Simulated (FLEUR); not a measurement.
# Rh (P6_3/mmc) in FLEUR: a series of runs, part 2 of 2

FLEUR MaX-R8.1 (later development tree).

## Step 5: Equation of state, LDA, 14.30 Å³/atom

Input file inp.xml:

```xml
<?xml version="1.0" encoding="UTF-8" standalone="no"?>
<fleurInput fleurInputVersion="0.39">
   <comment>
      Rh                                                                                                  
   </comment>
   <calculationSetup>
      <cutoffs Kmax="4.24" Gmax="13.2" GmaxXC="13.2" numbands="0"/>
      <scfLoop itmax="60" minDistance="0.00001" maxIterBroyd="15" imix="Anderson" alpha="0.05" precondParam="0.0" spinf="2.0" sdNocoIR="T"/>
      <coreElectrons ctail="T" frcor="F" kcrel="0" coretail_lmax="0"/>
      <xcFunctional name="vwn" relativisticCorrections="F"/>
      <magnetism jspins="1"/>
      <soc l_soc="F" theta="0.0" phi="0.0" spav="F"/>
      <expertModes spex="0" secvar="F"/>
      <geometryOptimization l_f="F" forcealpha="1.0" forcemix="BFGS" epsdisp="0.00001" epsforce="0.00001"/>
      <ldaU l_linMix="F" mixParam="0.05" spinf="1.0"/>
   </calculationSetup>
   <cell>
      <bzIntegration valenceElectrons="34.0" mode="hist" fermiSmearingEnergy="0.00183747">
         <kPointListSelection listName="default-1"/>
         <!-- k-points included here -->
         <xi:include xmlns:xi="http://www.w3.org/2001/XInclude" href="kpts.xml"> </xi:include>
      </bzIntegration>
      <!-- symmetry operations included here -->
      <xi:include xmlns:xi="http://www.w3.org/2001/XInclude" href="sym.xml"> </xi:include>
      <bulkLattice scale="1.0000000000">
         <bravaisMatrix>
            <row-1>    5.1608024417804259     0.0000000000000000     0.0000000000000000</row-1>
            <row-2>   -2.5804012208902130     4.4693860185926972     0.0000000000000000</row-2>
            <row-3>    0.0000000000000000     0.0000000000000000     8.3686313558037284</row-3>
         </bravaisMatrix>
      </bulkLattice>
   </cell>
   <atomSpecies>
      <species name="Rhodium (Rh)" element="Rh" atomicNumber="45">
         <mtSphere radius="2.31" gridPoints="787" logIncrement="0.016"/>
         <atomicCutoffs lmax="10" lnonsphr="10"/>
         <electronConfig flipSpins="F">
            <coreConfig>(1s1/2) (2s1/2) (2p1/2) (2p3/2) (3s1/2) (3p1/2) (3p3/2) (3d3/2) (3d5/2)</coreConfig>
            <valenceConfig>(4s1/2) (4p1/2) (4p3/2) (5s1/2) (4d3/2) (4d5/2)</valenceConfig>
            <stateOccupation state="(5s1/2)" spinUp="0.500000" spinDown="0.500000"/>
            <stateOccupation state="(4d3/2)" spinUp="1.600000" spinDown="1.600000"/>
            <stateOccupation state="(4d5/2)" spinUp="2.400000" spinDown="2.400000"/>
         </electronConfig>
         <energyParameters s="5" p="5" d="4" f="4"/>
         <lo type="SCLO" l="0" n="4" eDeriv="0"/>
         <lo type="SCLO" l="1" n="4" eDeriv="0"/>
         <lo type="SCLO" l="1" n="4" eDeriv="1"/>
         <lo type="SCLO" l="2" n="4" eDeriv="2"/>
         <lo type="SCLO" l="3" n="4" eDeriv="2"/>
      </species>
   </atomSpecies>
   <atomGroups>
      <atomGroup species="Rhodium (Rh)">
         <relPos label="                   1">1.000/3.000 -1.000/3.000 1.000/4.000</relPos>
         <relPos label="                   2">-1.000/3.000 1.000/3.000 -1.000/4.000</relPos>
         <force calculate="T" relaxXYZ="TTT"/>
      </atomGroup>
   </atomGroups>
   <output dos="F" band="F" slice="F">
      <checks vchk="F" cdinf="F"/>
      <bandDOS minEnergy="-.5*Htr" maxEnergy="0.5*Htr" sigma="0.015" storeEVData="T"/>
      <vacuumDOS vacdos="F" integ="F" star="F" nstars="0" locx1="0.0" locy1="0.0" locx2="0.0" locy2="0.0" nstm="0" tworkf="0.0"/>
      <unfoldingBand unfoldBand="F" supercellX="1" supercellY="1" supercellZ="1"/>
      <plotting iplot="0" polar="F">
         <plot TwoD="T" vec1="  1.0  0.0  0.0" vec2="  0.0  1.0  0.0" vec3="  0.0  0.0  1.0" zero="  0.0  0.0  0.0" file="plot"/>
      </plotting>
      <chargeDensitySlicing numkpt="0" minEigenval="0.0" maxEigenval="0.0" nnne="0" pallst="F"/>
      <specialOutput eonly="F"/>
      <moessbauerParams electricFieldGradient="T" isomerShift="T" coreHyperfine="T" valenceHyperfine="T"/>
      <magneticCircularDichroism mcd="F" energyLo="-10.0" energyUp="0.0"/>
   </output>
  <!-- We include the file relax.xml here to enable relaxations (see documentation) -->
  <xi:include xmlns:xi="http://www.w3.org/2001/XInclude" href="relax.xml"> <xi:fallback/> </xi:include>
</fleurInput>
```

Command:

```
> inpgen -f crystal.txt -profile fastHighL
> # inp.xml edited to the form shown
> fleur_MPI
```

Wall time 41 s (1 thread of Intel Xeon at 2.70GHz, shared host); peak memory 0.09 GiB.

It converged, with:

```
Free energy                                           : -260180.1560 eV
Band gap on the k mesh                                : none (metal or under the smearing width)
Valence electrons inside the program's atomic spheres : Rh 15.17 (radii Rh 2.31 bohr)
```

## Step 6: Equation of state, LDA, 14.87 Å³/atom (volume scaled by 1.04)

Edit inp.xml of step 5 so:

```diff
@@ -24,3 +24,3 @@
       <xi:include xmlns:xi="http://www.w3.org/2001/XInclude" href="sym.xml"> </xi:include>
-      <bulkLattice scale="1.0000000000">
+      <bulkLattice scale="1.0131594038">
          <bravaisMatrix>
```

Potentials or basis: all-electron, FLAPW.

Command:

```
> inpgen -f crystal.txt -profile fastHighL
> # inp.xml edited to the form shown
> fleur_MPI
```

Wall time 33 s (1 thread of Intel Xeon at 2.70GHz, shared host); peak memory 0.09 GiB.

Results (log left out):

- Free energy: -260179.9888 eV
- Band gap on the k mesh: none (metal or under the smearing width)
- Valence electrons inside the program's atomic spheres: Rh 15.12 (radii Rh 2.31 bohr)

## Step 7: Equation of state, LDA, 15.16 Å³/atom (volume scaled by 1.06)

Edit inp.xml of step 6 so:

```diff
@@ -24,3 +24,3 @@
       <xi:include xmlns:xi="http://www.w3.org/2001/XInclude" href="sym.xml"> </xi:include>
-      <bulkLattice scale="1.0131594038">
+      <bulkLattice scale="1.0196128224">
          <bravaisMatrix>
```

Command:

```
> inpgen -f crystal.txt -profile fastHighL
> # inp.xml edited to the form shown
> fleur_MPI
```

It took 34 s on 1 thread of Intel Xeon at 2.70GHz, shared host; peak memory 0.09 GiB.

The run converged. Its results:

```
Free energy                                           : -260179.8873 eV
Band gap on the k mesh                                : none (metal or under the smearing width)
Valence electrons inside the program's atomic spheres : Rh 15.09 (radii Rh 2.31 bohr)
```

## Step 8: Equation of state, LDA

No new run: the results of the series are fitted here.

What came out:

- Equilibrium volume: 13.27 Å³/atom (rough: see the caveat)
- Bulk modulus at fixed shape and positions: 320 GPa (rough)

Energy against volume, from the lowest point:
```tsv
volume (Å³/atom)	energy (meV/atom)
13.444	0.00
13.730	12.46
14.302	65.85
14.874	149.46
15.160	200.21
```

Caveat: the minimum lies outside the volumes run; the cell was scaled at fixed shape and fractional positions, which overstates the stiffness of a crystal with free parameters, most of all of layers and chains.
